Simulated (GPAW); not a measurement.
SiC (Moissanite):

```
CELL_PARAMETERS angstrom
3.07600 0.00000 0.00000
-1.53800 2.66389 0.00000
0.00000 0.00000 5.04800
ATOMIC_POSITIONS crystal
Si 0.66667 0.33333 0.50000
Si 0.33333 0.66667 0.00000
C 0.66667 0.33333 0.88500
C 0.33333 0.66667 0.38500
```

| Item | Value |
| --- | --- |
| Program | GPAW 26.7.0 |
| Task | relaxation of cell and atoms |
| Functional | PBEsol |
| Dispersion | D4 |
| Potentials or basis | PAW data sets generated in the run's folder for this functional |
| Cutoff | 800 eV |
| Basis | pw |
| k mesh | 7 × 7 × 4 |
| Occupations | fermi-dirac, width 0.05 eV |
| Spin | no spin polarisation |

At the start: pressure -1.0 GPa; volume 10.34 Å³/atom.

Question: Where does the relaxation end?

Answer: Over 6 steps the energy falls by 9.2 meV/atom and the volume is 10.29 Å³/atom (-0.5 %); space group P6_3mc (No. 186, to 0.05 Å).

The path:
| step | energy change (eV) | largest force (eV/Å) | pressure (GPa) | volume (Å³) |
| --- | --- | --- | --- | --- |
| 1 | 0.0000 | 0.7505 | -0.96 | 41.36 |
| 2 | -0.0260 | 0.4145 | -1.02 | 41.34 |
| 3 | -0.0362 | 0.0534 | -0.77 | 41.27 |
| 4 | -0.0364 | 0.0013 | -0.68 | 41.26 |
| 5 | -0.0366 | 0.0156 | -0.50 | 41.22 |
| 6 | -0.0366 | 0.0188 | -0.06 | 41.14 |

Final structure:
```
CELL_PARAMETERS angstrom
3.07123 0.00000 0.00000
-1.53561 2.65976 0.00000
0.00000 0.00000 5.03666
ATOMIC_POSITIONS crystal
Si 0.66667 0.33333 0.50446
Si 0.33333 0.66667 0.00446
C 0.66667 0.33333 0.88054
C 0.33333 0.66667 0.38054
```

Caveat: later steps reuse the first step's grids.
